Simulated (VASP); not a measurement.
# Zn (I4/mmm) in VASP: single point with r2SCAN

Aim: the single point of Zn with r2SCAN.

Everything below comes from runs of VASP 6.6.1. Logs are shortened: lines on timing, memory, paths and dates and some standing lists are left out, and cuts for length are marked.

## 1. The crystal as given

Symmetry: I4/mmm, No. 139, tetragonal system. Conventional cell: a = 2.615 Å, b = 2.615 Å, c = 4.437 Å, α = 90.00°, β = 90.00°, γ = 90.00°. Zn (site symmetry 4/mmm) is surrounded by 12 Zn at 2.61 to 2.89 Å.

This isn't the form of Zn at room conditions, which is hcp.

## 2. Single point, r2SCAN

Input file POSCAR:

```
Zn
1.0
    0.0000000000      1.8489250047      2.2187100056
    1.8489250047      0.0000000000      2.2187100056
    1.8489250047      1.8489250047      0.0000000000
Zn
1
Direct
    0.0000000000      0.0000000000      0.0000000000
```

Input file INCAR.step1:

```
SYSTEM = Zn
PREC = Accurate ; ENCUT = 520
ISMEAR = 0 ; SIGMA = 0.15
LREAL = .False. ; LASPH = .True.
NELM = 100 ; NBANDS = 12
GGA = PE ; ALGO = Normal
EDIFF = 1E-4 ; LWAVE = .True.
LCHARG = .False.
```

Input file INCAR.step2:

```
SYSTEM = Zn
PREC = Accurate ; ENCUT = 520
EDIFF = 1E-7 ; ISMEAR = 0
SIGMA = 0.15 ; LREAL = .False.
LASPH = .True. ; NELM = 100
ALGO = Normal ; ISIF = 2
LWAVE = .False. ; LCHARG = .False.
METAGGA = R2SCAN ; LMIXTAU = .True.
NBANDS = 12 ; ISTART = 1
```

Input file KPOINTS:

```
regular mesh
0
Gamma
  22 22 22
  0 0 0
```

Potentials or basis: VASP PAW PBE potentials, release 64 (Zn).

Run with:

```
$ cat potpaw_PBE.64/Zn/POTCAR > POTCAR
$ cp INCAR.step1 INCAR
$ mpirun -np 1 vasp_std > vasp.out
$ cp INCAR.step2 INCAR
$ mpirun -np 1 vasp_std > vasp.out
```

OUTCAR:

```text
SYSTEM = Zn
   PREC = Accurate
   ENCUT = 520
   EDIFF = 1E-7
   ISMEAR = 0
   LREAL = .False.
   LASPH = .True.
   NELM = 100
   ISIF = 2
   METAGGA = R2SCAN
   ISTART = 1

 ion  position               nearest neighbor table
   1  0.000  0.000  0.000-

  LATTYP: Found a body centered tetragonal cell.
 ALAT       =     2.6147748175
 C/A-ratio  =     1.6970562748

  Lattice vectors:

 A1 = (  -1.8489250047,   0.0000000000,   2.2187100056)
 A2 = (   1.8489250047,   0.0000000000,   2.2187100056)
 A3 = (   0.0000000000,   1.8489250047,  -2.2187100056)

Analysis of symmetry for initial positions (statically):
=====================================================================
 Subroutine PRICEL returns:
 Original cell was already a primitive cell.

 Routine SETGRP: Setting up the symmetry group for a
 body centered tetragonal supercell.

 Subroutine GETGRP returns: Found 16 space group operations
 (whereof 16 operations were pure point group operations)
 out of a pool of 16 trial point group operations.

The static configuration has the point symmetry D_4h.

Analysis of symmetry for dynamics (positions and initial velocities):
=====================================================================
 Subroutine PRICEL returns:
 Original cell was already a primitive cell.

 Routine SETGRP: Setting up the symmetry group for a
 body centered tetragonal supercell.

 Subroutine GETGRP returns: Found 16 space group operations
 (whereof 16 operations were pure point group operations)
 out of a pool of 16 trial point group operations.

The dynamic configuration has the point symmetry D_4h.

 Subroutine INISYM returns: Found 16 space group operations
 (whereof 16 operations are pure point group operations),
 and found     1 'primitive' translations

----------------------------------------------------------------------------------------

                                     Primitive cell

  volume of cell :      15.1694

  direct lattice vectors                    reciprocal lattice vectors
     0.000000000  1.848925005  2.218710006    -0.270427410  0.270427410  0.225356175
     1.848925005  0.000000000  2.218710006     0.270427410 -0.270427410  0.225356175
     1.848925005  1.848925005  0.000000000     0.270427410  0.270427410 -0.225356175

  length of vectors
     2.888113184  2.888113184  2.614774817     0.443900184  0.443900184  0.443900184

  position of ions in fractional coordinates (direct lattice)
     0.000000000  0.000000000  0.000000000

  ion indices of the primitive-cell ions
   primitive index   ion index
[... 83 lines left out ...]
   PSTRESS=    0.0 pullay stress
   NELECT =      12.0000    total number of electrons
   NUPDOWN=      -1.0000    fix difference up-down
   EMIN   =  10.00;   EMAX   =-10.00  energy-range for DOS
   EFERMI =   0.00;   METHOD = LEGACY
   ISMEAR =     0;   SIGMA  =   0.15  broadening in eV -4-tet -1-fermi 0-gaus
   EFERMI_NEDOS =   21; number of points for ismear=-14 and -15
   IALGO  =     38    algorithm
   IMIX   =      4    mixing-type and parameters
     AMIX     =   0.40;   BMIX     =  1.00
     AMIX_MAG =   1.60;   BMIX_MAG =  1.00
  volume/ion in A,a.u.               =      15.17       102.37
  Fermi-wavevector in a.u.,A,eV,Ry     =   1.514069  2.861175 31.190044  2.292404
  Thomas-Fermi vector in A             =   2.623775
   LORBIT       =      0    0 simple, 1 ext, 2 COOP (PROOUT), +10 PAW based schemes
   METAGGA = R2SCAN    functional components
   LHFCALC =     F    Hartree Fock is set to
   AEXX    =    0.0000 exact exchange contribution
   IVDW    =     0    specifies the selected vdW correction
   LEPSILON=     F    determine dielectric tensor
   LRPA    =     F    only Hartree local field effects (RPA)
 non-spin polarized calculation
 Gauss-broadening in eV      SIGMA  =   0.15
  energy-cutoff  :      520.00
  volume of cell :       15.17
 maximum number of plane-waves:       420
 NGX is ok and might be reduce to    24
   NGX = 11   NGY = 11   NGZ =  9

 number of electron      11.9999995 magnetization

 Free energy of the ion-electron system (eV)
  ---------------------------------------------------
  ext. energy  EPLUGINS =         0.00000000
  ---------------------------------------------------
  free energy    TOTEN  =        -8.78183268 eV

  energy without entropy =       -8.77832218  energy(sigma->0) =       -8.78007743

 E-fermi :   3.0645     XC(G=0): -12.6766

 val. band max:        3.0436438968   @ k =  -0.3636   0.2727   0.0000
 cond. band min:       3.0659799264   @ k =  -0.4091   0.0455   0.2727
 fundamental gap:      0.0223360296
 Fermi energy:         3.0644525825

 k-point     1 :       0.0000    0.0000    0.0000
  band No.  band energies     occupation
      1      -7.8823      2.00000
      2      -5.3401      2.00000
      3      -4.8708      2.00000
      4      -4.7922      2.00000
      5      -4.7919      2.00000
      6      -4.4081      2.00000
      7      22.4394      0.00000
      8      22.4398      0.00000
      9      22.5954      0.00000
     10      23.2442      0.00000
     11      24.6531      0.00000
     12      24.8915      0.00000
[... 331 lines left out ...]
 k-point    24 :      -0.4545    0.0455    0.0000
  band No.  band energies     occupation
      1      -5.7209      2.00000
      2      -5.2157      2.00000
      3      -4.7964      2.00000
      4      -4.3875      2.00000
      5      -4.2899      2.00000
      6      -0.2442      2.00000
      7       2.0795      2.00000
      8      14.3850      0.00000
      9      20.1849      0.00000
     10      22.0156      0.00000
     11      23.3311      0.00000
     12      25.5147      0.00000

 [... further k-points ...]

------------------------ aborting loop because EDIFF is reached ----------------------------------------

  FORCE on cell =-STRESS in cart. coord.  units (eV):
  Direction    XX          YY          ZZ          XY          YZ          ZX
  --------------------------------------------------------------------------------------
  -------------------------------------------------------------------------------------
  Total        0.1648680      0.1648680     -0.9104851      0.0000000     -0.0000000      0.0000000
  in kB       17.4131672     17.4131672    -96.1643917      0.0000000     -0.0000000      0.0000000
  external PRESSURE =     -20.4460191 kB  Pullay stress =       0.0000000 kB

 VOLUME and BASIS-vectors are now :
 -----------------------------------------------------------------------------
  energy-cutoff  :      520.00
  volume of cell :       15.17
      direct lattice vectors                 reciprocal lattice vectors
     0.000000000  1.848925005  2.218710006    -0.270427410  0.270427410  0.225356175
     1.848925005  0.000000000  2.218710006     0.270427410 -0.270427410  0.225356175
     1.848925005  1.848925005  0.000000000     0.270427410  0.270427410 -0.225356175

 POSITION                                       TOTAL-FORCE (eV/Angst)
 -----------------------------------------------------------------------------------
      0.00000      0.00000      0.00000        -0.000000      0.000000      0.000000
 -----------------------------------------------------------------------------------
    total drift:                                0.000000      0.000000      0.000000

  FREE ENERGIE OF THE ION-ELECTRON SYSTEM (eV)
  ---------------------------------------------------
  free  energy   TOTEN  =        -8.7818326822 eV

  energy  without entropy=       -8.7783221753  energy(sigma->0) =       -8.78007743
```

It took 5 min on 1 thread of Intel Xeon Platinum 8375C at 2.90GHz (Ice Lake), shared host; peak memory 0.26 GiB.

Results:

```
Free energy            : -8.7818 eV
Pressure               : -2.0 GPa
Band gap on the k mesh : none (metal or under the smearing width)
```

Stress tensor (GPa, compression positive):
```
 1.74  0.00  0.00
 0.00  1.74  0.00
 0.00  0.00 -9.62
```

Caveat: the PAW data sets were made with another functional, which shifts forces and pressure a little.
